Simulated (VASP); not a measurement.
**EuO (u2k): single point with PBE+U**

**The experiment to reproduce.**

From a printed reference work, monograph, for a bulk crystal of EuO at 300 K: band gap 1.115 eV (optical).

EuO (u2k):

```
Eu O
1.0
     0.00000    2.57195    2.57195
     2.57195    0.00000    2.57195
     2.57195    2.57195    0.00000
Eu O
1 1
Direct
  0.00000 0.00000 0.00000
  0.50000 0.50000 0.50000
```

```yaml
Program: VASP 6.6.1
Task: single point
Functional: PBE
Potentials_or_basis: VASP PAW PBE potentials, release 64 (Eu, O)
Cutoff: 520 eV
k_mesh: 6 × 6 × 6
Occupations: gaussian, width 0.1 eV
Spin: collinear spin, typed start
Starting_moments: "[7.0, 0.0] μB"
Hubbard_terms: Eu f U = 6.0 eV
Dipole_correction: no
Further_INCAR_settings: ALGO = Normal; EDIFF = 1e-06; NBANDS = 22
```

The pressure is 1.2 GPa, the band gap on the k mesh is none (metal or under the smearing width) and the net moment is 7.00 μB per cell. The site moments are Eu +6.72; O -0.09 μB. The valence electrons inside the program's atomic spheres are Eu 14.95; O 4.96.

Levels at points of the mesh, in eV from the Fermi level:
Spin up:
| k point | band 12 | band 13 | band 14 | band 15 | band 16 | band 17 | band 18 | band 19 |
| --- | --- | --- | --- | --- | --- | --- | --- | --- |
| (0.00, 0.00, 0.00) | -0.52 | -0.01 | -0.01 | -0.01 | 0.89 | 2.93 | 2.93 | 2.93 |
| (0.50, 0.00, 0.00) | -0.54 | -0.54 | -0.51 | -0.51 | 3.51 | 5.68 | 5.68 | 5.99 |
| (0.50, 0.50, 0.00) | -0.63 | -0.51 | -0.18 | -0.18 | -0.03 | 4.68 | 7.07 | 7.83 |
Spin down:
| k point | band 4 | band 5 | band 6 | band 7 | band 8 | band 9 | band 10 | band 11 | band 12 | band 13 |
| --- | --- | --- | --- | --- | --- | --- | --- | --- | --- | --- |
| (0.00, 0.00, 0.00) | -15.93 | -15.93 | -2.61 | -2.61 | -2.61 | 1.70 | 3.90 | 3.90 | 3.90 | 6.26 |
| (0.50, 0.00, 0.00) | -16.03 | -14.96 | -4.71 | -3.76 | -3.76 | 4.15 | 6.39 | 6.72 | 6.72 | 9.10 |
| (0.50, 0.50, 0.00) | -16.39 | -16.39 | -2.68 | -2.58 | -2.58 | 0.84 | 5.56 | 7.84 | 8.31 | 9.40 |

Eigenvalues of the final occupation matrices:
| site | spin | trace | eigenvalues |
| --- | --- | --- | --- |
| site 1 f | 1 | 6.80 | 0.96 0.97 0.97 0.97 0.98 0.98 0.98 |
| site 1 f | 2 | 0.02 | 0.00 0.00 0.00 0.00 0.00 0.00 0.00 |

Wall time 32 s on 1 thread of Intel(R) Xeon(R) Platinum 8488C (Sapphire Rapids), with other jobs on the host, peak memory 0.19 GiB.

Measured gap of EuO: 1.115 eV (optical; 300 K; a printed reference work, monograph). This calculation gives 0.00 eV (-1.11 eV). So large a miss can be the level of theory's own, or it may mean another phase, state or a wrong row. Spin-orbit coupling on Eu is left out. The value is that of PBE+U on a finite k mesh, which can miss the band edges, without temperature or zero-point motion. The run's magnetic order (collinear spin, typed start) needn't be the measured crystal's.

Caveat: spin-orbit coupling is left out, which moves the levels of the heavy elements; a cell with one magnetic atom can't hold antiferromagnetic order, which such compounds often take. The state reached can hang on the start; a lower one may exist.
